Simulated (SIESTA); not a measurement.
Crystal: Sr.

```
Sr
1.0
     0.00000    3.04235    3.04235
     3.04235    0.00000    3.04235
     3.04235    3.04235    0.00000
Sr
1
Direct
  0.00000 0.00000 0.00000
```

| Quantity | Value |
| --- | --- |
| Program | SIESTA 5.4.2 |
| Task | single point |
| Functional | PBEsol |
| Potentials or basis | PseudoDojo 0.4 standard (PBEsol files) |
| Basis | DZP (energy shift 0.003 Ry; two zetas on semicore shells; d shell added on Sr) |
| Grid cutoff | 500 Ry |
| Energy shift | 0.003 Ry |
| k mesh | 8 × 8 × 8 |
| Occupations | fermi-dirac, width 0.05 eV |
| Spin | no spin polarisation |

On this cell: pressure -0.9 GPa; band gap on the k mesh none (metal or under the smearing width).

The same run follows on a disturbed copy (cell strained at random at fixed volume):

```xyz
1
Lattice="0.0661 3.0196 2.9653 3.1346 0.0075 3.0238 3.1290 3.0725 0.0132" Properties=species:S:1:pos:R:3 pbc="T T T"
Sr    0.0326    0.0158   -0.0426
```

What changes?

The energy (extrapolated to zero smearing) moves by +3.4 meV/atom; pressure -0.9 GPa; band gap on the k mesh none (metal or under the smearing width).

Stress tensor (GPa, compression positive):
```
-1.04 -0.23 -0.29
-0.23 -0.89  0.20
-0.29  0.20 -0.80
```

Caveats: the basis of atomic orbitals isn't converged, which shifts pressures, moduli and gaps.
